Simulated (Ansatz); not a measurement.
InSe:

```
In Se
1.0
     2.00000    1.15470    8.44000
    -2.00000    1.15470    8.44000
     0.00000   -2.30940    8.44000
In Se
2 2
Direct
  0.88860 0.88860 0.88860
  0.00000 0.00000 0.00000
  0.17190 0.17190 0.17190
  0.38350 0.38350 0.38350
```

Base run:

```yaml
Program: Ansatz 0.2.0
Functional: LDA
Potentials_or_basis: all-electron LAPW, scalar-relativistic
Cutoff: 251 eV
Density_cutoff: 1006 eV
Basis_error_allowed: 0.002 eV/atom
k_mesh: 8 × 8 × 8
Occupations: fermi-dirac, width 0.05 eV
Spin: no spin polarisation
```

Its results: band gap on the k mesh 0.22 eV, direct; pressure -1.5 GPa; largest force 0.237 eV/Å.

Problem. The run is repeated on the same cell with these changes: functional from LDA to PBEsol; k mesh from 8 × 8 × 8 to 6 × 6 × 6. What comes out?

Solution. Band gap on the k mesh 0.35 eV, direct; pressure 0.2 GPa; largest force 0.298 eV/Å.

Several settings changed at once, so the effect can't be laid on one alone.

Caveats: spin-orbit coupling is left out, which moves the levels of the heavy elements.

A k mesh can miss the band edges.

Not every run made on this cell is shown here.
